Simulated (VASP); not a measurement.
Set up this calculation in VASP 6.6.1, as the native input.

* Task: relaxation of cell and atoms
* Functional: PBE
* Potentials or basis: VASP PAW PBE potentials, release 64 (Al)
* Cutoff: 520 eV
* k mesh: 18 × 18 × 18
* Occupations: gaussian, width 0.3 eV
* Spin: no spin polarisation
* Further INCAR settings: ALGO = Normal; EDIFF = 1e-07; IBRION = 2; EDIFFG = -0.002; NSW = 80; ISIF = 3

The structure of Al lies in POSCAR:

```
Al
1.0
    0.0000000000      2.0248050000      2.0248050000
    2.0248050000      0.0000000000      2.0248050000
    2.0248050000      2.0248050000      0.0000000000
Al
1
Direct
    0.0000000000      0.0000000000      0.0000000000
```

The input as run:

INCAR

```
SYSTEM = Al
  PREC = Accurate
  ENCUT = 520
  EDIFF = 1E-7
  ISMEAR = 0
  SIGMA = 0.3
  LREAL = .FALSE.
  LASPH = .TRUE.
  NELM = 80
  ALGO = Normal
  ISIF = 3
  LWAVE = .FALSE.
  LCHARG = .FALSE.
  GGA = PE
  IBRION = 2
  NSW = 80
  EDIFFG = -0.002
```

KPOINTS

```
regular mesh
0
G
  18 18 18
  0 0 0
```

Potentials or basis: VASP PAW PBE potentials, release 64 (Al).

Run with:

```console
$ cat potpaw_PBE.64/Al/POTCAR > POTCAR
$ mpirun -np 1 vasp_std > vasp.out
```

It gave:

| Quantity | Value |
| --- | --- |
| Relaxed volume | 16.49 Å³/atom |
| Relaxed cell | a = 2.857 Å, b = 2.857 Å, c = 2.857 Å, α = 60.00°, β = 60.00°, γ = 60.00° |
| Space group after relaxing (to 0.05 Å) | Fm-3m (No. 225) |
| Energy gained by relaxing | 0.2 meV/atom |
| Ionic steps | 3 |
| Pressure after relaxing | 0.0 GPa |
| Band gap on the k mesh | none (metal or under the smearing width) |

It took 14 s on 1 thread of Intel(R) Xeon(R) 6975P-C (Granite Rapids), on a shared host, peak memory 0.14 GiB.
